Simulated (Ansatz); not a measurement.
# Cu3N: the cost of one run

Program: Ansatz 0.2.0, driven from Python. The levels of theory stand in the script. These are calculated values, not measurements.

The COD entry's cell or inner coordinates are ideal or old and differ from later refinements, so a difference from it is no clean test against experiment.

**1. The system**

It takes space group Pm-3m (No. 221, cubic). Conventional cell: a = 3.807 Å, b = 3.807 Å, c = 3.807 Å, α = 90.00°, β = 90.00°, γ = 90.00°. Cu (site symmetry 4/mmm) has 2 N at 1.90 Å as nearest neighbours. Around N (site symmetry m-3m) lie 6 Cu at 1.90 Å.

The script reads cu3n.cif:

```cif
data_Cu3N
_cell_length_a 3.807000
_cell_length_b 3.807000
_cell_length_c 3.807000
_cell_angle_alpha 90.00000
_cell_angle_beta 90.00000
_cell_angle_gamma 90.00000
_symmetry_space_group_name_H-M 'P 1'
_symmetry_Int_Tables_number 1
loop_
_symmetry_equiv_pos_as_xyz
'x, y, z'
loop_
_atom_site_label
_atom_site_type_symbol
_atom_site_fract_x
_atom_site_fract_y
_atom_site_fract_z
Cu1 Cu    0.500000    0.000000    0.000000
Cu2 Cu    0.000000    0.500000    0.000000
Cu3 Cu    0.000000    0.000000    0.500000
N4 N    0.000000    0.000000    0.000000
```

**2. The code**

The input, paw_lapw_cu3n.py:

```python
"""PAW against all-electron LAPW for Cu3N."""

import ansatz as az
from ase.io import read
import numpy as np


def count_gap(report):
    # lowest empty less highest filled band, counting bands; zero where they overlap
    return max(report.get("gap_by_band_count_ev") or 0.0, 0.0)

atoms = read("cu3n.cif")
system = az.Crystal.from_ase(atoms)

calc = (
    system.calculation()
    .kpoints(6, center="gamma")
    .functional("pbesol")
    .occupations("fixed")
    .stress()  # GPa
    .forces()  # eV per angstrom
    .band_table()  # levels at the mesh points
)
variants = {
    "PAW": calc.pseudopotentials("paw"),
    "LAPW": calc.pseudopotentials("all_electron", lapw=True),
}
# totals differ by the cores that each treatment holds, so compare what does not depend on them
rows = []
for label, variant in variants.items():
    rep = variant.run(threads=1, pin="off").report
    levels = np.array(rep["eigenvalues_ev"][0]) - rep["fermi_energy_ev"]
    print(label, "levels at the first k-point near E_F:", np.round(levels[np.abs(levels) < 5], 3))
    rows.append((label, rep["n_electrons"], np.trace(rep["stress_gpa"]) / 3, count_gap(rep)))
for row in rows:
    print("; ".join(f"{name} = {round(v, 4) if isinstance(v, float) else v}" for name, v in zip(["treatment", "electrons in bands", "P GPa", "gap by band count eV"], row)))
```

**3. The run**

Launch:

```console
python paw_lapw_cu3n.py
```

What time and memory should one allow on 1 thread of Arm Neoverse V2, shared host?

About 37 s, with a peak of 0.66 GiB.
